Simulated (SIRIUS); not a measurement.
Wanted: the native input for a SIRIUS 7.10.0 run.

| Item | Value |
| --- | --- |
| Task | single point |
| Functional | PBE |
| Potentials or basis | JTH 2.0 PBE (PAW) |
| Cutoff | 557 eV |
| Density cutoff | 5442 eV |
| k mesh | 8 × 8 × 4 |
| Occupations | fermi-dirac, width 0.05 eV |
| Spin | no spin polarisation |
| Libxc names | ["XC_GGA_X_PBE", "XC_GGA_C_PBE"] |
| Energy tol | 1e-08 Ha |
| Density tol | 1e-06 |
| Mixer | anderson |
| Mixing beta | 0.7 |
| Max scf | 100 |

Crystal: MoS2.

```
CELL_PARAMETERS angstrom
3.56395 0.00000 0.00000
-1.78197 3.08647 0.00000
0.00000 0.00000 5.74939
ATOMIC_POSITIONS crystal
Mo 0.00000 0.00000 0.00000
S 0.33333 0.66667 0.25200
S 0.66667 0.33333 0.74800
```

Measurements of this composition are mostly on another form, of space group No. 194.

One way to write it, as run:

sirius.json

```json
{
  "control": {
    "processing_unit": "cpu",
    "verbosity": 2,
    "num_bands_to_print": 21,
    "print_forces": true,
    "print_stress": true
  },
  "parameters": {
    "electronic_structure_method": "pseudopotential",
    "xc_functionals": ["XC_GGA_X_PBE", "XC_GGA_C_PBE"],
    "gk_cutoff": 6.4,
    "pw_cutoff": 20.0,
    "ngridk": [8, 8, 4],
    "shiftk": [0, 0, 0],
    "smearing": "fermi_dirac",
    "smearing_width": 0.0018374661,
    "num_bands": 21,
    "num_mag_dims": 0,
    "num_dft_iter": 100,
    "energy_tol": 1e-08,
    "density_tol": 1e-06
  },
  "iterative_solver": {
    "type": "davidson",
    "min_tolerance": 1e-09,
    "tolerance_scale": [0.1, 0.25]
  },
  "mixer": {
    "type": "anderson",
    "beta": 0.7,
    "max_history": 8
  },
  "settings": {
    "tol_ne": 1e-10
  },
  "unit_cell": {
    "lattice_vectors": [
      [1.0, 0.0, 0.0],
      [-0.5, 0.866025403253, 0.0],
      [0.0, 0.0, 1.613207549711]
    ],
    "lattice_vectors_scale": 6.7348832991,
    "atom_coordinate_units": "lattice",
    "atom_types": ["Mo", "S"],
    "atom_files": {
      "S": "S.json",
      "Mo": "Mo.json"
    },
    "atoms": {
      "Mo": [
        [0.0, 0.0, 0.0]
      ],
      "S": [
        [0.3333333333, 0.6666666667, 0.252],
        [0.6666666667, 0.3333333333, 0.748]
      ]
    }
  }
}
```

Potentials or basis: JTH 2.0 PBE (PAW).

Run with:

```bash
$ upf_to_json S.GGA_PBE-JTH.UPF
$ upf_to_json Mo.GGA_PBE-JTH.UPF
$ OMP_NUM_THREADS=1 sirius.scf --input=sirius.json --output=out.json --task=0
```

It gave:

| Item | Value |
| --- | --- |
| Pressure | -11.6 GPa |
| Largest force | 0.661 eV/Å |
| Band gap on the k mesh | none (metal or under the smearing width) |

Caveat: this functional lacks dispersion, which binds the layers, so the pressure and a relaxed spacing across them are unreliable.

Run time: 87 s on 1 thread of Arm Neoverse V1, with other jobs on the host, peak memory 0.47 GiB.
